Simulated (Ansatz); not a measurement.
## Nickel (dhcp) across density functionals

All rows: Ansatz, plane waves with scalar-relativistic PAW, 420 eV (500 eV for the SCAN forms), relaxed under each functional, no dispersion correction, no zero-point motion. B₀ comes from uniform scaling at fixed shape; a dash is a value not given.

| functional | V (Å³/atom) | cell | B₀ (GPa) | magnetic state | ΔE to fcc (meV/atom) |
| --- | --- | --- | --- | --- | --- |
| PBE | 10.91 | a = 2.487 Å, c = 8.144 Å (c/a = 3.274) | 197 | ferromagnetic, net 0.65 μB per atom | 13 |
| m-r²SCAN | 10.46 | a = 2.451 Å, c = 8.042 Å (c/a = 3.281) | 224 | ferromagnetic, net 0.62 μB per atom | 16 |
| PBEsol | 10.39 | a = 2.447 Å, c = 8.018 Å (c/a = 3.277) | 229 | ferromagnetic, net 0.63 μB per atom | 12 |
| revPBE | 11.15 | a = 2.506 Å, c = 8.201 Å (c/a = 3.273) | 182 | ferromagnetic, net 0.66 μB per atom | 12 |
| RPBE | 11.24 | a = 2.513 Å, c = 8.223 Å (c/a = 3.273) | 177 | ferromagnetic, net 0.66 μB per atom | 12 |
| BLYP | 11.46 | a = 2.528 Å, c = 8.284 Å (c/a = 3.277) | 168 | ferromagnetic, net 0.64 μB per atom | 12 |

PBEsol gives the smallest volume and BLYP the largest.

m-r²SCAN is r²SCAN on the gauge-invariant kinetic-energy density; without spin polarisation the two are equal.
